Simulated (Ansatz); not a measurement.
Crystal: Cl.

```xyz
4
Lattice="3.1450 -2.2500 0.0000 3.1450 2.2500 0.0000 0.0000 0.0000 8.2100" Properties=species:S:1:pos:R:3 pbc="T T T"
Cl    3.1450    0.5850    3.2840
Cl    3.1450    1.6650    7.3890
Cl    3.1450   -0.5850    4.9260
Cl    3.1450   -1.6650    0.8210
```

- Program: Ansatz 0.2.0
- Task: relaxation of cell and atoms
- Functional: PBE
- Dispersion: D4
- Potentials or basis: Ansatz PAW
- Cutoff: 420 eV (not typed: the program's choice for these potentials)
- k mesh: 7 × 7 × 4
- Occupations: fermi-dirac, width 0.05 eV
- Spin: no spin polarisation

At the start: volume 29.05 Å³/atom.

Question: Where does the relaxation end?

Answer: It ends after 9 steps and the volume is 27.03 Å³/atom (-7.0 %); space group Cmce (No. 64, to 0.05 Å).

The path:
```csv
step,energy change (eV),largest force (eV/Å),volume (Å³)
1,0.0000,0.1005,116.19
2,-0.0314,0.1090,111.37
3,-0.0392,0.0258,109.46
4,-0.0467,0.0075,108.09
5,-0.0517,0.0445,107.49
6,-0.0523,0.0022,108.12
7,-0.0524,0.0059,108.13
8,-0.0524,0.0004,108.11
9,-0.0524,0.0004,108.11
```

Final structure:
```yaml
crystal:
  lattice:
    - [3.28362, -2.03509, 0.00000]
    - [3.28362, 2.03509, 0.00000]
    - [0.00000, 0.00000, 8.08888]
  atoms:
    - { symbol: Cl, position: [0.37543, 0.62457, 0.39111] }
    - { symbol: Cl, position: [0.12457, 0.87543, 0.89111] }
    - { symbol: Cl, position: [0.62457, 0.37543, 0.60889] }
    - { symbol: Cl, position: [0.87543, 0.12457, 0.10889] }
```

Caveat: the plane-wave basis is chosen anew once the cell has moved, so the energies of steps on either side of that aren't comparable.
